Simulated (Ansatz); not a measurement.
## How much does Rh in Ag(111), 2x2 scatter?

Wanted: the reflection from a plane of defects, Rh in Ag(111), 2x2, and the resistivity it implies.

Program: Ansatz 0.2.0. Level of theory: Ansatz plane-wave DFT, PBE, PAW files; ballistic transport by layer matching (Landauer), zero bias; PAW set soft_1. Results are calculated unless marked as measured.

### 1. Set-up

The cell holds 44 atoms: 43 Ag and 1 Rh. Cell: a = 5.779 Å, b = 5.779 Å, c = 26.004 Å, α = 86.8°, β = 93.2°, γ = 120.0°. It derives from Ag. Regions: lead, 24 atoms (24 Ag); scattering region, 20 atoms (19 Ag and 1 Rh). The structure is stacked along c, and the current runs across the ab planes.

### 2. Transmission at ideal sites

The defect sits in one plane of the supercell, all atoms on ideal sites; the layers about the cell's end are the lead. The mesh across the current, 10×10, is finer than the density's, because channels open and close sharply across the zone. Energies from -0.1 to 0.1 eV in steps of 0.05 eV are too few for the program's thermal sum, so it prints no conductance; for a metal the transmission near the Fermi level serves, at a fraction of the cost.

Input file input.yaml:

```yaml
crystal:
  lattice:
    - [5.7787594586, 0.0, 0.0]
    - [-2.8893797293, 5.0045524935, 0.0]
    - [-1.4446898646, 0.8340920822, 25.9508553696]
  atoms:
    - { symbol: Ag, position: [0.0075757576, 0.9924242424, 0.0454545455] }
    - { symbol: Ag, position: [0.0075757576, 0.4924242424, 0.0454545455] }
    - { symbol: Ag, position: [0.5075757576, 0.9924242424, 0.0454545455] }
    - { symbol: Ag, position: [0.5075757576, 0.4924242424, 0.0454545455] }
    - { symbol: Ag, position: [0.1893939394, 0.3106060606, 0.1363636364] }
    - { symbol: Ag, position: [0.1893939394, 0.8106060606, 0.1363636364] }
    - { symbol: Ag, position: [0.6893939394, 0.3106060606, 0.1363636364] }
    - { symbol: Ag, position: [0.6893939394, 0.8106060606, 0.1363636364] }
    - { symbol: Ag, position: [0.3712121212, 0.1287878788, 0.2272727273] }
    - { symbol: Ag, position: [0.3712121212, 0.6287878788, 0.2272727273] }
    - { symbol: Ag, position: [0.8712121212, 0.1287878788, 0.2272727273] }
    - { symbol: Ag, position: [0.8712121212, 0.6287878788, 0.2272727273] }
    - { symbol: Ag, position: [0.053030303, 0.946969697, 0.3181818182] }
    - { symbol: Ag, position: [0.053030303, 0.446969697, 0.3181818182] }
    - { symbol: Ag, position: [0.553030303, 0.946969697, 0.3181818182] }
    - { symbol: Ag, position: [0.553030303, 0.446969697, 0.3181818182] }
    - { symbol: Ag, position: [0.2348484848, 0.2651515152, 0.4090909091] }
    - { symbol: Ag, position: [0.2348484848, 0.7651515152, 0.4090909091] }
    - { symbol: Ag, position: [0.7348484848, 0.2651515152, 0.4090909091] }
    - { symbol: Ag, position: [0.7348484848, 0.7651515152, 0.4090909091] }
    - { symbol: Rh, position: [0.4166666667, 0.0833333333, 0.5] }
    - { symbol: Ag, position: [0.4166666667, 0.5833333333, 0.5] }
    - { symbol: Ag, position: [0.9166666667, 0.0833333333, 0.5] }
    - { symbol: Ag, position: [0.9166666667, 0.5833333333, 0.5] }
    - { symbol: Ag, position: [0.0984848485, 0.9015151515, 0.5909090909] }
    - { symbol: Ag, position: [0.0984848485, 0.4015151515, 0.5909090909] }
    - { symbol: Ag, position: [0.5984848485, 0.9015151515, 0.5909090909] }
    - { symbol: Ag, position: [0.5984848485, 0.4015151515, 0.5909090909] }
    - { symbol: Ag, position: [0.2803030303, 0.2196969697, 0.6818181818] }
    - { symbol: Ag, position: [0.2803030303, 0.7196969697, 0.6818181818] }
    - { symbol: Ag, position: [0.7803030303, 0.2196969697, 0.6818181818] }
    - { symbol: Ag, position: [0.7803030303, 0.7196969697, 0.6818181818] }
    - { symbol: Ag, position: [0.4621212121, 0.0378787879, 0.7727272727] }
    - { symbol: Ag, position: [0.4621212121, 0.5378787879, 0.7727272727] }
    - { symbol: Ag, position: [0.9621212121, 0.0378787879, 0.7727272727] }
    - { symbol: Ag, position: [0.9621212121, 0.5378787879, 0.7727272727] }
    - { symbol: Ag, position: [0.1439393939, 0.8560606061, 0.8636363636] }
    - { symbol: Ag, position: [0.1439393939, 0.3560606061, 0.8636363636] }
    - { symbol: Ag, position: [0.6439393939, 0.8560606061, 0.8636363636] }
    - { symbol: Ag, position: [0.6439393939, 0.3560606061, 0.8636363636] }
    - { symbol: Ag, position: [0.3257575758, 0.1742424242, 0.9545454545] }
    - { symbol: Ag, position: [0.3257575758, 0.6742424242, 0.9545454545] }
    - { symbol: Ag, position: [0.8257575758, 0.1742424242, 0.9545454545] }
    - { symbol: Ag, position: [0.8257575758, 0.6742424242, 0.9545454545] }
kpoints:
  mp_grid: { grid: [4, 4, 1] }
hamiltonian:
  xc: pbe
  pseudopotentials: { kind: paw, azcp: { folder: soft_1 } }
scf:
  occupations: { method: fermi_dirac, width: 0.1 }
output:
  transmission: { leads: [[0, 4]], kmesh: [10, 10], e_range: [-0.1, 0.1], de: 0.05 }
  write_potential: true
  write_density: true
  volumetric_format: npy
  elf: true
```

The run is started by

```
$ ansatz run input.yaml --threads 4 --pin off --max-ram 15360MiB --backend cpu --events-out ev --progress --plain --runs-dir out
```

Numbers of over 12 decimals in the logs are rounded to 6 here.

What it wrote:

```text
Engine: ansatz 0.2.0, x86_64-unknown-linux-gnu
Pseudopotentials: kind: paw
Pseudopotential: Ag, paw, valence charge 19, recommended cutoff 420 eV (normal), soft_1/Ag.paw.azcp
Pseudopotential: Rh, paw, valence charge 17, recommended cutoff 420 eV (normal), soft_1/Rh.paw.azcp
Functional definition: PBE
  parameter kappa = 0.804
  parameter beta = 0.066725
  exchange = pbe_x(kappa = kappa, mu = beta*pi^2/3)
  correlation = pbe_c(beta = beta)
Crystal: 44 atoms, lattice volume = 750.501 Å³
Basis set: ecut = 420 eV, 14721 PW (Γ)
Bands: 501, of which v1, the nominal top of the filled ones, is band 417 counted from 1 (416 counted from 0)
Symmetry: 4 space group operations
Space group: C2/m (ITA 12), of the structure as read, at distance tolerance 9.1e-5 Å
k-points: 7 of 16
Non-local potential: Ag, projectors of the file, l = 0: 3, l = 1: 2, l = 2: 2, l = 3: 1
Non-local potential: Rh, projectors of the file, l = 0: 3, l = 1: 2, l = 2: 2, l = 3: 1
PAW form: soft (Blöchl's): semilocal exchange-correlation on the pseudo side does not see the compensation charge
PAW one-centre angular grid: Ag, 590 points (default); XC on 64 Gauss nodes
PAW one-centre angular grid: Rh, 590 points (default); XC on 64 Gauss nodes
Initial density: superposition of atomic densities (chi_scale 0.1, normalization cell, long waves 53 % of neutral atoms (reshape's long-wave potential 1.53 eV rms, cloud 2.87 Å wide))
Initial wavefunctions: pseudopotential atomic-orbital guess
Functional: x = pbe(κ = 0.804, μ = 0.219515), c = pbe(β = 0.066725)
SCF iter   1: F=—  HF=-332818.194915 eV  |F-HF|=—  |Δ(HF+E_count)|=         —  Δρ=1.24e-1  dr2=8.93e2  ethr=3.10e-3  ⟨swp⟩=4.0  Hψ=10496  notcnv=0  defer=54
preconditioner: auto → Kerker (q_TF=auto, 2.777 Å⁻¹)  [metal: Δε(μ)=0.020 eV  Ē_g=10.218 eV  σ=0.100 eV  W_gap=0.05  n_scr=292 (ndim 8)  ℏωp=29.8 eV  f_vac=0.000  D(μ)=13.72/eV (n_scr^D=80)]
SCF iter   2: F=—  HF=-332801.966414 eV  |F-HF|=—  |Δ(HF+E_count)|=    1.62e1  Δρ=3.69e-2  dr2=1.51e2  ethr=3.10e-3  ⟨swp⟩=2.0  Hψ=5927  notcnv=0  defer=408
SCF iter   3: F=—  HF=-332798.883027 eV  |F-HF|=—  |Δ(HF+E_count)|=    3.08e0  Δρ=1.45e-2  dr2=4.14e1  ethr=3.10e-3  ⟨swp⟩=2.0  Hψ=3324  notcnv=0  defer=408
SCF iter   4: F=—  HF=-332798.055199 eV  |F-HF|=—  |Δ(HF+E_count)|=   8.28e-1  Δρ=4.37e-3  dr2=9.11e0  ethr=3.10e-3  ⟨swp⟩=1.7  Hψ=4050  notcnv=0  defer=409
SCF iter   5: F=—  HF=-332797.910620 eV  |F-HF|=—  |Δ(HF+E_count)|=   1.45e-1  Δρ=3.29e-3  dr2=2.09e0  ethr=1.09e-3  ⟨swp⟩=1.3  Hψ=3083  notcnv=0  defer=415
SCF iter   6: F=—  HF=-332797.879485 eV  |F-HF|=—  |Δ(HF+E_count)|=   3.11e-2  Δρ=2.22e-3  dr2=4.52e-1  ethr=2.51e-4  ⟨swp⟩=1.1  Hψ=3078  notcnv=0  defer=418
SCF iter   7: F=—  HF=-332797.872620 eV  |F-HF|=—  |Δ(HF+E_count)|=   6.87e-3  Δρ=1.18e-3  dr2=1.14e-1  ethr=5.42e-5  ⟨swp⟩=1.0  Hψ=3762  notcnv=0  defer=422
SCF iter   8: F=—  HF=-332797.869968 eV  |F-HF|=—  |Δ(HF+E_count)|=   2.65e-3  Δρ=5.38e-4  dr2=2.91e-2  ethr=1.37e-5  ⟨swp⟩=1.0  Hψ=3351  notcnv=0  defer=427
SCF iter   9: F=—  HF=-332797.868936 eV  |F-HF|=—  |Δ(HF+E_count)|=   1.03e-3  Δρ=1.32e-4  dr2=1.36e-3  ethr=3.49e-6  ⟨swp⟩=1.0  Hψ=3072  notcnv=0  defer=427
SCF iter  10: F=—  HF=-332797.868849 eV  |F-HF|=—  |Δ(HF+E_count)|=   8.68e-5  Δρ=3.20e-5  dr2=9.39e-5  ethr=1.62e-7  ⟨swp⟩=1.9  Hψ=3199  notcnv=0  defer=427
SCF iter  11: F=—  HF=-332797.869595 eV  |F-HF|=—  |Δ(HF+E_count)|=   7.46e-4  Δρ=1.16e-5  dr2=2.53e-6  ethr=1.13e-8  ⟨swp⟩=2.0  Hψ=3745  notcnv=0  defer=427
SCF iter  12: F=—  HF=-332797.869595 eV  |F-HF|=—  |Δ(HF+E_count)|=   6.90e-8  Δρ=5.64e-6  dr2=4.62e-7  ethr=3.03e-10  ⟨swp⟩=2.0  Hψ=4953  notcnv=0  defer=427
SCF iter  13: F=-332797.869595 eV  HF=-332797.869595 eV  |F-HF|=1.95e-8  |Δ(HF+E_count)|=   7.50e-8  Δρ=1.24e-6  dr2=2.70e-8  ethr=1.20e-11  ⟨swp⟩=9.3  Hψ=13618  notcnv=0
SCF 1 converged in 13 iterations: F = -332797.869595 eV  dr2 = 2.70e-8
  greatest PAW one-centre occupation: 1.001 electrons in one spin orbital (limit 2), on the Ag atom at site 22 (counted from 0), in its partial waves of l = 0
transmission: 106 of 1054 steps passed
transmission: 218 of 1054 steps passed
[...]
transmission: 1054 of 1054 steps passed
SCF converged after 13 iterations
Free energy (F): -332797.869595 eV
Harris-Foulkes:  -332797.869595 eV  (|F-HF|=1.95e-8)
Internal energy: -332797.323280 eV  (E = F + TS)
E sigma→0 (E₀):  -332797.596437 eV
Entropy (-TS):   -0.546315 eV (-12.416 meV/atom)
Fermi energy:    17.156062 eV
--- Per-component energies (eV) ---
  E_band       = -10323.465853
  E_kinetic    = 20653.558824
  E_local      = -91439.741807  (includes V_loc(G=0)·N_el)
  E_nonlocal   = 1663.232154
  E_hartree    = 44751.928194
  E_xc         = -7046.230018
  E_vxc        = -8917.223458  (∫ρ·V_xc dr)
  E_paw        = -173681.890245  (= ΣΔE_a)
  E_vpaw       = -21787.185098  (= ΣTr[D̂ρ^β])
  E_aug_tail   = 0.016409  (compensation charges beyond the density's cutoff)
  E_ewald      = -127698.196790
  E_smearing   = -0.546315  (= −TS)
  E_closure    = -0.000000  (closes the sum)
  Σ components = -332797.869595   (vs F -332797.869595, Δ=0.00e0)
--- Band table (eV; the first three rows and the last of 7) ---
  k-point 0: bands = [... 413 lower, 17.3280, 17.3378, 17.6558, 17.6868, 17.9284, 17.9632, 17.9858, 18.0071, ... 80 higher]
  k-point 1: bands = [... 413 lower, 16.8813, 16.9757, 17.0899, 17.0961, 17.1568, 17.3470, 17.4730, 17.5478, ... 80 higher]
  k-point 2: bands = [... 413 lower, 16.8488, 16.9360, 17.0873, 17.1090, 17.1562, 17.2227, 17.2626, 17.4283, ... 80 higher]
  k-point 6: bands = [... 413 lower, 16.8076, 16.8130, 16.8374, 16.8814, 17.1731, 17.3843, 17.4569, 17.4623, ... 80 higher]
--- Transmission ---
  basis      : 253 plane waves across, 34 finite elements along
  points     : 31, standing for a mesh of 10 x 10
  energies   : 5 from -0.100000 to 0.100000 eV about the Fermi level, 0.050000 eV apart; the leads are filled to 0.000000 eV, and channels, transmission and decay are at 0.000000 eV
  crystal 0  : Ag4, at the sites [0, 4], period 2.3592 Å, over 23.59 Å; its Hamiltonian steps by up to 8.6 meV
    offset         : up to 0.0000 Å between an atom of the period and one for which it stands
    channels       : 3.210000e0 a spin
    conductance    : none, the energies end too early or step too widely for 300 K: set another output.transmission.e_range or a lower de, or, where they end at an eighth of basis.ecutwfc, a higher one
  junction   : crystal 0 to crystal 0, 0.70 to 24.29 Å
    transmission   : 2.751729e0 a spin
    conductance    : none, the energies end too early or step too widely for 300 K: set another output.transmission.e_range or a lower de, or, where they end at an eighth of basis.ecutwfc, a higher one
```

Elapsed: 3.4 min, on 4 threads of Intel Xeon Platinum 8375C at 2.90GHz (Ice Lake), shared host; peak memory 6.4 GiB.

In the SCF lines HF is the Harris–Foulkes energy and dr2 the Hartree energy of the density residual, in eV; the loop may stop once dr2 is under the threshold and the program's other checks hold. Hψ counts applications of the Hamiltonian.

Numbers from this step:

* free energy: -332797.8696 eV
* energy at zero smearing: -332797.5964 eV
* Fermi energy: 17.16 eV
* cell area: 28.92 Å²
* transmission per spin nearest the Fermi level: 2.752
* open channels per spin nearest the Fermi level: 3.21
* step of the lead's potential: 8.6 meV

Per spin. The transmission, zone mean by energy, zero at the Fermi level:

| energy (eV) | transmission, zone mean |
| --- | --- |
| -0.1000 | 2.64 |
| -0.0500 | 2.71 |
| 0.0000 | 2.75 |
| 0.0500 | 2.79 |
| 0.1000 | 2.82 |

Per spin. The open channels, zone mean, lead stays at 3.21 for energy from -0.1 to 0.1 eV.

Transmission over k1 and k2. At 0.0000 eV from the Fermi level.

Ten even steps from '0' (2.44) to '9' (3.35):
```
1723271111
2282282211
2329092321
1220440221
6789454987
1122044022
2123290923
2112282282
1111172327
6122161221
```
Columns: k1 (b1) from -0.5 to 0.4; rows upwards: k2 (b2) from -0.5 to 0.4.

Open channels over k1 and k2. At 0.0000 eV from the Fermi level.

Ten even steps from '_' (3.00) to '@' (4.00):
```
__@@______@@________
____@@____@@________
______@@__@@________
____________________
@@@@@@@@______@@@@@@
____________________
__________@@__@@____
__________@@____@@__
__________@@______@@
@@________@@________
```
Columns: k1 (b1) from -0.5 to 0.4; rows upwards: k2 (b2) from -0.5 to 0.4.

ELF in the ca plane at fractional y = 0.083, with atoms of Rh and Ag within 0.2 Å of it. It is the smooth field of the valence electrons, not physical close to the nuclei.

Values, 8 rows by 16 columns, each cell a mean:
```
0.18 0.32 0.50 0.20 0.19 0.17 0.17 0.18 0.32 0.65 0.26 0.18 0.16 0.17 0.19 0.25
0.18 0.34 0.52 0.20 0.20 0.17 0.17 0.18 0.24 0.39 0.19 0.20 0.18 0.23 0.31 0.18
0.17 0.20 0.23 0.19 0.37 0.22 0.22 0.24 0.18 0.20 0.18 0.27 0.20 0.27 0.35 0.18
0.17 0.18 0.21 0.19 0.34 0.20 0.19 0.20 0.26 0.46 0.23 0.19 0.16 0.17 0.20 0.24
0.18 0.31 0.49 0.20 0.19 0.16 0.16 0.20 0.38 0.70 0.30 0.19 0.16 0.16 0.19 0.25
0.18 0.35 0.52 0.20 0.20 0.16 0.17 0.19 0.28 0.48 0.22 0.20 0.18 0.23 0.31 0.18
0.17 0.20 0.23 0.19 0.37 0.22 0.22 0.24 0.19 0.20 0.18 0.26 0.20 0.26 0.35 0.18
0.17 0.18 0.21 0.19 0.34 0.21 0.19 0.20 0.22 0.37 0.20 0.19 0.17 0.18 0.20 0.24
```
Columns run along c (16.0 Å, from fractional 0.15 to 0.76 of the cell), rows up along a (5.8 Å). Atoms in or near the plane, at fractional coordinates: Rh at (0.50, 0.42), Ag at (0.50, 0.92).

Electrostatic potential energy in the ca plane at fractional y = 0.083, with atoms of Rh and Ag within 0.2 Å of it. With pseudopotentials it is smooth inside the atoms' cores, unlike the true potential.

Ten even steps from '0' (-12 eV) to '9' (20 eV), each cell a mean:
```
99984001589888999999998305405999999999999971
99960230389999999999998305305999999999888984
99960130389999999999999510037998889997446898
99973002699766899977799865589986568984113799
99997557897312589854689999999975468973013899
89999999996201489854689988789986578986346897
89999878997323699877899841148998899998889983
99996324798767899999999400006999999999999971
99972010489999999999998200004999999999999972
99950240389999999999998300006999999998667986
99961010489888999988899731158997779985224899
99985224898534799865789987899985468973003799
89999888997201489754589999999975468984115898
89999999996201589865789975579987789997668985
89998657898535799988899610027999999999999971
```
Columns run along c (16.0 Å, from fractional 0.15 to 0.76 of the cell; values clipped at the 3rd and 97th percentile), rows up along a (5.8 Å). Atoms in or near the plane, at fractional coordinates: Rh at (0.50, 0.42), Ag at (0.50, 0.92).

Valence density in the ca plane at fractional y = 0.083, with atoms of Rh and Ag within 0.2 Å of it. It is the smooth field of the valence electrons, not physical close to the nuclei.

Values in e/Å³, 8 rows by 16 columns, each cell a mean:
```
 0  2  7  0  0  0  0  0  2 14  1  0  0  0  0  1
 0  3  8  0  0  0  0  0  1  4  0  0  0  1  1  0
 0  0  1  0  2  1  1  1  0  0  0  1  0  1  2  0
 0  0  0  0  2  0  0  0  1  3  0  0  0  0  0  1
 0  2  7  0  0  0  0  0  2 10  1  0  0  0  0  1
 0  3  8  0  0  0  0  0  1  3  0  0  0  1  1  0
 0  0  1  0  2  1  1  1  0  0  0  1  0  1  2  0
 0  0  0  0  2  0  0  0  1  3  0  0  0  0  0  1
```
Columns run along c (16.0 Å, from fractional 0.15 to 0.76 of the cell), rows up along a (5.8 Å). Atoms in or near the plane, at fractional coordinates: Rh at (0.50, 0.42), Ag at (0.50, 0.92).

Over the solved energies the transmission per spin lies between 2.64 and 2.82, out of 3.21 channels of the lead on average (up to 3.21).

### 3. Resistance at ideal sites

This step: Ansatz plane-wave DFT, PBE, PAW files; ballistic transport by layer matching (Landauer), zero bias; area resistance of the defect plane and resistivity an atomic per cent; PAW set soft_1 (Ansatz 0.2.0).

This step gave:

- area resistance: 0.1948 fΩ m²
- T over the leads' mean channel count: 0.8565
- resistivity per at.% scaled from this dense plane, with the factor 3/4 for isotropic scattering: 2.477 µΩ cm

Averaged over the energies near the Fermi level, 85.7 % of the channels pass, which makes 0.195 fΩ m².

By hand, with T and the leads' channels N averaged over the energies near the Fermi level: RA = A (h/2e²)(1/T − 1/N) = 28.92×10⁻²⁰ m² × 12 906 Ω × (1/2.749 − 1/3.210) = 0.195 fΩ m². Per atomic per cent: RA × A / V_atom × 0.01 × 3/4 = 2.48 µΩ cm, with the host's V_atom = 17.06 Å³.

### 4. Summary of results

| Quantity | Value |
| --- | --- |
| share of channels that pass, rigid | 0.857 |
| area resistance, rigid | 0.195 fΩ m² |
| resistivity per at.% from the area resistance, times 3/4, rigid | 2.48 µΩ cm |

In words: The plane of defects adds 0.19 fΩ m². Scaled to one atomic per cent that is 3.3 µΩ cm as it stands and 2.5 with the factor 3/4 for isotropic scattering on a spherical Fermi surface. These are rough estimates of the dilute value, not bounds. One Rh in each 2x2 cell reflects 14 % of the lead's channels. The defects form a dense periodic sheet that scatters coherently, unlike a dilute random alloy. T and N are means over the solved energies nearest the Fermi level.

[Logs are printed without paths, hosts, clocks, repeated set-up lines and the standing remarks that a program may print on its own settings, such as how far it seeks lower states.]

[Hosts, paths, dates, database ids (printed as entryN), source tags and the programs' standing remarks are cut or masked in the printed files.]
